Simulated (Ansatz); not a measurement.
Trial structure of LiF, not yet relaxed:

```
Li F
1.0
     5.35172    0.00000    0.00000
     0.00000    4.24722    2.37723
     0.00000   -4.24722    2.37723
Li F
6 6
Direct
  0.34873 0.40912 0.21587
  0.65127 0.21587 0.40912
  0.34873 0.71587 0.90912
  0.65127 0.90912 0.71587
  0.84344 0.56272 0.06272
  0.15656 0.06272 0.56272
  0.65127 0.28413 0.09088
  0.34873 0.09088 0.28413
  0.65127 0.59088 0.78413
  0.34873 0.78413 0.59088
  0.15656 0.43728 0.93728
  0.84344 0.93728 0.43728
```

All numbers below come from DFT PBE, scalar-relativistic, plane waves, PAW in Ansatz 0.2.0. Settings: cutoff 420 eV, Γ-centred mesh 4×4×4 on the computed 12-atom cell, Gaussian smearing of 0.10 eV; no spin polarisation.

Formation energies are uncorrected and refer to the elements' standard structures at the same level (F₂ as a molecule).

Q: Estimate its pressure, forces and energy as it stands.

A: The pressure is 17.3 GPa (the mean over three directions, positive in compression), the largest force is 1.44 eV/Å, and the energy is −2.80 eV/atom against the elements. The shortest distance is 1.72 Å.

Q: How much does it gain on relaxing, and where does it end?

A: Relaxing gains about 0.12 eV/atom in 15 ionic steps and ends at −2.925 eV/atom on the finer mesh. The symmetry stays Aem2 (No. 39). The volume per atom grows by 22.0 %, from 9.0 to 11.0 Å³. The shortest distance goes from 1.72 Å (Li–F) to 1.86 Å (Li–F). Conventional cell: a = 5.593 Å, b = 9.730 Å, c = 4.846 Å. Li on a site of symmetry 1 has 4 F at 1.88–1.95 Å; Li on a site of symmetry m is surrounded by 4 F at 1.86–1.89 Å; F on a site of symmetry 1 is surrounded by 4 Li at 1.86–1.95 Å; 1 more site not described.

The last run used a 4×6×6 mesh (in the run's order of axes) for its 12-atom cell and Gaussian smearing of 0.02 eV. The relaxation can't lower the symmetry of the start. A later test with randomly moved atoms came back to the same energy, though modes that don't fit the test's cell weren't probed. Another cell of LiF relaxed alike, in Fm-3m, lies 20 meV/atom lower, so this cell isn't the stable form at this level.
